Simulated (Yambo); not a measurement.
# HfO2 (Fm-3m) in Yambo: notebook

The runs below take HfO2 through optical spectrum, optical spectrum by the Bethe-Salpeter equation, with PBEsol.

Everything below comes from runs of Yambo 5.3.0. Logs are shortened: lines on timing, memory, paths and dates and some standing lists are left out, and cuts for length are marked.

## 1. The undisturbed crystal

The structure is cubic, space group Fm-3m (No. 225). The conventional cell has a = 5.115 Å, b = 5.115 Å, c = 5.115 Å, α = 90.00°, β = 90.00°, γ = 90.00°. Hf (site symmetry m-3m) has 8 O at 2.21 Å as nearest neighbours. Around O (site symmetry -43m) lie 4 Hf at 2.21 Å.

Measurements of this composition are mostly on another form, of space group No. 14.

## 2. Optical spectrum, PBEsol (cell stretched)

optics1.in

```
optics
chi
Chimod= "HARTREE"
% BndsRnXd
 1 | 37 |
%
NGsBlkXd= 3 Ry
% LongDrXd
 1 | 0 | 0 |
%
% QpntsRXd
 1 | 1 |
%
% EnRngeXd
 0 | 20 | eV
%
% DmRngeXd
 0.1 | 0.1 | eV
%
ETStpsXd= 200
```

scf.in

```
&CONTROL
  calculation = 'scf'
  prefix = 'pwscf'
  outdir = './tmp'
  pseudo_dir = './pseudo'
/
&SYSTEM
  ibrav = 0
  nat = 3
  ntyp = 2
  ecutwfc = 84
  nbnd = 19
  occupations = 'smearing'
  smearing = 'fd'
  degauss = 0.00367493
  force_symmorphic = .true.
/
&ELECTRONS
  conv_thr = 6d-10
  electron_maxstep = 120
  mixing_beta = 0.5
/
ATOMIC_SPECIES
Hf   178.4900 Hf.upf
O     15.9990 O.upf
CELL_PARAMETERS angstrom
   0.0000000000    2.6239580902    2.6239580902
   2.6239580902    0.0000000000    2.6239580902
   2.6239580902    2.6239580902    0.0000000000
ATOMIC_POSITIONS crystal
Hf     0.0000000000    0.0000000000    0.0000000000
O      0.7500000000    0.7500000000    0.7500000000
O      0.2500000000    0.2500000000    0.2500000000
K_POINTS automatic
10 10 10 0 0 0
```

nscf.in

```
&CONTROL
  calculation = 'nscf'
  prefix = 'pwscf'
  outdir = './tmp'
  pseudo_dir = './pseudo'
/
&SYSTEM
  ibrav = 0
  nat = 3
  ntyp = 2
  ecutwfc = 84
  nbnd = 162
  occupations = 'fixed'
  force_symmorphic = .true.
/
&ELECTRONS
  conv_thr = 1d-08
  diago_full_acc = .true.
  diago_thr_init = 1d-06
/
ATOMIC_SPECIES
Hf   178.4900 Hf.upf
O     15.9990 O.upf
CELL_PARAMETERS angstrom
   0.0000000000    2.6239580902    2.6239580902
   2.6239580902    0.0000000000    2.6239580902
   2.6239580902    2.6239580902    0.0000000000
ATOMIC_POSITIONS crystal
Hf     0.0000000000    0.0000000000    0.0000000000
O      0.7500000000    0.7500000000    0.7500000000
O      0.2500000000    0.2500000000    0.2500000000
K_POINTS automatic
4 4 4 0 0 0
```

Potentials or basis: PseudoDojo 0.4.1 SR PBEsol standard.

On the command line:

```
> OMP_NUM_THREADS=1 pw.x -in scf.in > scf.out
> OMP_NUM_THREADS=1 pw.x -in nscf.in > nscf.out
> cd tmp/pwscf.save; p2y; mv SAVE ../..; cd ../..
> OMP_NUM_THREADS=1 yambo
> OMP_NUM_THREADS=1 yambo -F optics1.in -J optics1 -C optics1_out
```

Yambo's report:

```text
[... sections 02.01 to 02.04 as in the set-up run ...]

[... 5 lines left out ...]
  [X] Bosonic    Temperature                        :  0.000000  0.000000 [eV K]
  [X] Finite Temperature mode                       : no
  [X] El. density                                   :  0.66422E+24 [cm-3]
  [X] Fermi Level                                   :  10.58112 [eV]

  [X] === Gaps and Widths ===
  [X] Conduction Band Min                           :  3.440930 [eV]
  [X] Valence Band Max                              :  0.000000 [eV]
  [X] Filled Bands                                  :  12
  [X] Empty Bands                                   :   13  162
  [X] Direct Gap                                    :  3.440930 [eV]
  [X] Direct Gap localized at k                     :   7
  [X] Indirect Gap                                  :  3.440930 [eV]
  [X] Indirect Gap between kpts                     :   7   7
  [X] Last valence band width                       :  1.724134 [eV]
  [X] 1st conduction band width                     :  0.932977 [eV]

 [03] Transferred momenta grid and indexing
 ==========================================

 IBZ Q-points                                      :   8
 BZ  Q-points                                      :   64

 K/Q-points units:
 rlu = crystal or reduced units; cc = cartesian coordinates; iku = interal k-units

 Q [1]          [rlu]:  0.000000  0.000000  0.000000
 Q [2]          [rlu]: -0.67501E-17 -0.67501E-17  0.25000
 Q [3]          [rlu]:  0.13500E-16  0.13500E-16 -0.50000
 Q [4]          [rlu]: -0.45316E-18  0.25000      0.25000
 Q [5]          [rlu]: -0.67501E-17  0.25000      0.50000
 Q [6]          [rlu]:  0.13500E-16  0.25000     -0.25000
 Q [7]          [rlu]:  0.90631E-18 -0.50000     -0.50000
 Q [8]          [rlu]:  0.250000 -0.500000 -0.250000

 [WARNING] [Xd] User bands 1-37 break level degeneracy

 [04] Dipoles
 ============

  [04.01] Setup: observables and procedures
  =========================================

  [WARNING] [x,Vnl] slows the Dipoles computation. To neglect it rename the ns.kb_pp file
  [WF-Oscillators/G space/Transverse up loader] Normalization (few states)  min/max  :  0.16263E-16   1.0000

  [WR./optics1//ndb.dipoles]------------------------------------------------------
   Brillouin Zone Q/K grids (IBZ/BZ)                :    8   64    8   64
   RL vectors                                       :   3839 [WF]
   Fragmentation                                    : yes
   Electronic Temperature                           :  0.000000 [K]
   Bosonic    Temperature                           :  0.000000 [K]
   DIP band range                                   :    1   37
   DIP band range limits                            :  12  13
   DIP e/h energy range                             : -1.000000 -1.000000 [eV]
   RL vectors in the sum                            :   3839
   [r,Vnl] included                                 : yes
   Bands ordered                                    : yes
   Direct v evaluation                              : no
   Approach used                                    : G-space v
   Dipoles computed                                 : R V P [G-space]
   Wavefunctions                                    : Perdew, Burke & Ernzerhof SOL(X)+Perdew, Burke & Ernzerhof SOL(C)

  [WARNING] [r,Vnl^pseudo] included in position and velocity dipoles.

  [WARNING] In case H contains other non local terms, these are neglected

 [05] Optics
 ===========

 [X-CG] R(p) Tot o/o(of R):   1489  19200    100
```

Run time: 81 s. Hardware: 1 thread of Intel Xeon Platinum 8488C (Sapphire Rapids), shared host; peak memory 0.28 GiB.

What came out:

- Band gap on the k mesh, mean-field level: 3.44 eV, direct
- Electronic dielectric constant along the field: 5.31
- Electronic dielectric constant along the field, independent particles: 5.50

Dielectric function (along the field direction of the input):
```csv
energy (eV),real part,imaginary part
0.30,5.32,0.05
0.90,5.38,0.06
1.61,5.54,0.07
2.31,5.82,0.08
3.02,6.33,0.12
3.62,7.20,0.25
4.32,7.19,1.23
5.03,7.17,1.65
5.73,7.41,7.50
6.33,7.65,7.97
7.04,8.78,5.11
7.74,1.07,8.04
8.44,-0.22,12.35
9.05,-4.69,4.79
9.75,1.09,3.89
10.45,0.01,2.75
11.16,-0.65,2.12
11.76,-1.33,2.77
12.46,-1.00,1.38
13.17,-0.33,1.44
13.87,-0.60,0.48
14.47,0.35,0.47
15.18,0.93,0.78
15.88,0.04,0.74
16.58,0.61,1.00
17.19,0.30,0.31
17.89,0.85,0.78
18.59,0.76,0.56
19.30,1.36,1.28
20.00,2.64,2.33
```

Caveat: the k mesh is coarse (spacing up to 0.52 Å⁻¹), so the values aren't converged; spectra need much finer meshes, so this one isn't converged; these spectra lack excitons; spin-orbit coupling is left out, which moves the levels of the heavy elements.

## 3. Optical spectrum by the Bethe-Salpeter equation, PBEsol (cell stretched)

bse2.in

```
optics
bse
bss
rim_cut
em1s
RandQpts= 1000000
RandGvec= 50 RL
Chimod= "HARTREE"
% BndsRnXs
 1 | 37 |
%
NGsBlkXs= 5 Ry
% LongDrXs
 1 | 0 | 0 |
%
BSKmod= "SEX"
BSEmod= "retarded"
BSSmod= "d"
% BSEQptR
 1 | 1 |
%
% BSEBands
 11 | 14 |
%
BSENGexx= 20 Ry
BSENGBlk= 5 Ry
% BEnRange
 0 | 20 | eV
%
% BDmRange
 0.1 | 0.1 | eV
%
BEnSteps= 200
% BLongDir
 1 | 0 | 0 |
%
BSEprop= "abs"
WRbsWF
% KfnQP_E
 1.5 | 1.0 | 1.0 |
%
```

scf.in is that of step 2.

nscf.in is that of step 2.

Potentials or basis: PseudoDojo 0.4.1 SR PBEsol standard.

On the command line:

```
> OMP_NUM_THREADS=1 pw.x -in scf.in > scf.out
> OMP_NUM_THREADS=1 pw.x -in nscf.in > nscf.out
> cd tmp/pwscf.save; p2y; mv SAVE ../..; cd ../..
> OMP_NUM_THREADS=1 yambo
> mkdir -p bse2; ln -s $PWD/g0w00/ndb.RIM bse2/
> OMP_NUM_THREADS=1 yambo -F bse2.in -J bse2 -C bse2_out
> OMP_NUM_THREADS=1 ypp -J bse2 -C bse2_out -e s -b 1
```

Yambo's report:

```text
[... sections 02.01 to 02.04 as in the set-up run ...]

[... 5 lines left out ...]
  [X] Bosonic    Temperature                        :  0.000000  0.000000 [eV K]
  [X] Finite Temperature mode                       : no
  [X] El. density                                   :  0.66422E+24 [cm-3]
  [X] Fermi Level                                   :  10.58112 [eV]

  [X] === Gaps and Widths ===
  [X] Conduction Band Min                           :  3.440930 [eV]
  [X] Valence Band Max                              :  0.000000 [eV]
  [X] Filled Bands                                  :  12
  [X] Empty Bands                                   :   13  162
  [X] Direct Gap                                    :  3.440930 [eV]
  [X] Direct Gap localized at k                     :   7
  [X] Indirect Gap                                  :  3.440930 [eV]
  [X] Indirect Gap between kpts                     :   7   7
  [X] Last valence band width                       :  1.724134 [eV]
  [X] 1st conduction band width                     :  0.932977 [eV]

 [03] Transferred momenta grid and indexing
[... 278 lines left out ...]
    [K] Correlation                                  : yes [res]
    [K] Kernel`s coupling                            : no
    [K] Exchange                                     : no [cpl]
    [K] Correlation                                  : no [cpl]
    [K] W interaction is bare                        : no
    [K] ALDA kernel in R-space                       : no
    [K] RL vectors                                   :   387 [exchange]
    [K] RL vectors                                   :   65 [correlation]
    [K] E/h energy range                             : -1.000000 -1.000000 [eV]
    [K] Coupling range                               :  100.0000  100.0000 [o/o]
    [W] Interaction is diagonal                      : no
    [W] Matrix size                                  :   65
    [W] Bands                                        :    1   37
    [W] e/h energy range                             : -1.000000 -1.000000 [eV]
    [W] Poles                                        :  100.0000 [o/o]
    [W] RL vectors in the sum                        :   3839
    [W] [r,Vnl] included                             : yes
    [W] Field direction                              :  0.100000E-4   0.00000      0.00000
    [W] Coulomb Cutoff                               : none
    [W] Hxc Kernel                                   : HARTREE
    [RIM] RL components                              :   51 [col]
    [RIM] Random points                              :  1000000 [col]
    [SOC] Perturbative SOC                           : no
    [K] Kernel long-range exchange                   : BAR
    [BSS] Eigenstates included                       : yes
    [BSS] Field direction                            :  0.100000E-4   0.00000      0.00000
    [BSS] Eigenstates computed                       :  256
    [BSS] Number of BSE matrices                     :  1
```

o-bse2.eps_q1_diago_bse:

```text
# Absorption @ Q(1):   1.00000000      0.00000000      0.00000000    [q->0 direction]
#
[... 52 lines left out ...]
#
        0.000000           0.000000           1.569299           0.000000           1.512116
        0.100503           0.320422E-3        1.569459           0.231330E-3        1.512232
        0.201005           0.641975E-3        1.569942           0.463310E-3        1.512580
        0.301508           0.965802E-3        1.570749           0.696595E-3        1.513163
        0.402010           0.001293           1.571882           0.931847E-3        1.513980
        0.502513           0.001625           1.573347           0.001170           1.515035
[... 192 lines left out ...]
        19.89950           0.660720E-3        0.940729           0.768255E-3        0.932709
        20.00000           0.649383E-3        0.941387           0.754666E-3        0.933475
#
```

It took 1.8 min on 1 thread of Intel Xeon Platinum 8488C (Sapphire Rapids), shared host; peak memory 0.29 GiB.

What came out:

```yaml
Band_gap_on_the_k_mesh_mean-field_level: 3.44 eV, direct
Exciton_binding_energy: 0.53 eV
Lowest_exciton_energy: 4.41 eV
Lowest_bright_exciton_energy: 5.11 eV
```

Dielectric function (along the field direction of the input):
```
energy (eV)  real part  imaginary part
       0.30       1.57            0.00
       0.80       1.58            0.00
       1.31       1.60            0.00
       1.81       1.63            0.01
       2.31       1.67            0.01
       2.81       1.73            0.02
       3.32       1.83            0.02
       3.82       1.98            0.04
       4.32       2.25            0.08
       4.82       2.96            0.30
       5.33       3.03            0.96
       5.83      -0.20            3.05
       6.33       2.58            2.18
       6.83       1.38            3.28
       7.34      -0.82            0.31
       7.84      -0.03            0.09
       8.34       0.28            0.04
       8.84       0.45            0.03
       9.35       0.56            0.02
       9.85       0.63            0.01
      10.35       0.69            0.01
      10.85       0.73            0.01
      11.36       0.76            0.01
      11.86       0.79            0.00
      12.36       0.81            0.00
      12.86       0.83            0.00
      13.37       0.85            0.00
      13.87       0.86            0.00
      14.37       0.87            0.00
      14.87       0.88            0.00
      15.38       0.89            0.00
      15.88       0.90            0.00
      16.38       0.91            0.00
      16.88       0.91            0.00
      17.39       0.92            0.00
      17.89       0.92            0.00
      18.39       0.93            0.00
      18.89       0.93            0.00
      19.40       0.94            0.00
      20.00       0.94            0.00
```

Lowest exciton energies (eV): 4.41, 4.41, 4.50, 5.11, 5.11, 5.11, 5.11, 5.45

Excitons:
```tsv
energy (eV)	strength (relative to the strongest)
4.410	6.8e-10
4.410	1.2e-14
4.497	1.3e-10
5.114	0.00091
5.114	0.37
5.114	0.04
5.114	0.17
5.451	6.1e-07
5.451	1.2e-07
5.487	1.4e-06
5.490	6.8e-06
5.497	1.6e-06
```

Caveat: the k mesh is coarse (spacing up to 0.52 Å⁻¹), so the values aren't converged; the scissor is the correction of the direct gap in an earlier G0W0 run on the same states; exciton energies and binding change strongly with the k mesh and aren't converged on this one; spectra need much finer meshes, so this one isn't converged; spin-orbit coupling is left out, which moves the levels of the heavy elements. A k mesh can miss the band edges.
